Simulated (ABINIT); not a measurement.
A run of ABINIT 10.8.3 (patched build) is set up as follows.

The input run.abi:

```
ndtset 7
scalecart1 3*0.9795861087
scalecart2 3*0.9864848297
scalecart3 3*0.9932883884
scalecart4 3*1.0000000000
scalecart5 3*1.0066227096
scalecart6 3*1.0131594038
scalecart7 3*1.0196128224

pp_dirpath "./"
pseudos "Fe.GGA_PBE-JTH.xml"

acell 3*1.0
rprim
    -2.7268747978     2.7268747978     2.7268747978
     2.7268747978    -2.7268747978     2.7268747978
     2.7268747978     2.7268747978    -2.7268747978
ntypat 1
znucl 26
natom 1
typat 1
xred
     0.0000000000     0.0000000000     0.0000000000

ecut 843.552974 eV
pawecutdg 53.0

kptopt 1
ngkpt 13 13 13
nshiftk 1
shiftk 0.0 0.0 0.0

ixc -497498
usekden 1
pawxcdev 0

nband 13
occopt 3
tsmear 0.00183747

nsppol 2
spinat
     0.0000000000     0.0000000000     3.0000000000

nstep 100
tolvrs 1.0e-7

iomode 3
prtwf 0
prtden 0
prteig 0
prtebands 0
```

Potentials or basis: JTH PAW PBE v2.0.

Run with:

```bash
$ mpirun --bind-to none -np 4 abinit run.abi > log 2>&1
```

Estimate the bulk modulus.

202 GPa.

Estimate the pressure derivative of the bulk modulus.

5.3 (rough: it moves with the points fitted).

Estimate the equilibrium volume.

11.76 Å³/atom.

Energy against volume, from the lowest point:
| volume (Å³/atom) | energy (meV/atom) |
| --- | --- |
| 11.298 | 12.24 |
| 11.538 | 2.62 |
| 11.778 | 0.00 |
| 12.019 | 3.57 |
| 12.259 | 12.44 |
| 12.499 | 26.03 |
| 12.740 | 43.90 |

Caveat: pressures at fixed basis lie under the slope of the energies; the PAW data sets were made with another functional, which shifts forces and pressure a little.

**Experimental background.**

From “Pressure Induced Densification and Compression in a Reprocessed Borosilicate Glass”, 2018, pmc:5793612, for a bulk crystal of Fe: bulk modulus 166.4 GPa.

Measured bulk modulus of Fe: 166.4 GPa (quoted in “Pressure Induced Densification and Compression in a Reprocessed Borosilicate Glass”, 2018, pmc:5793612). This calculation gives 202 GPa (+21.4 %). The fit is for a static lattice scaled at fixed shape and fixed fractional positions.
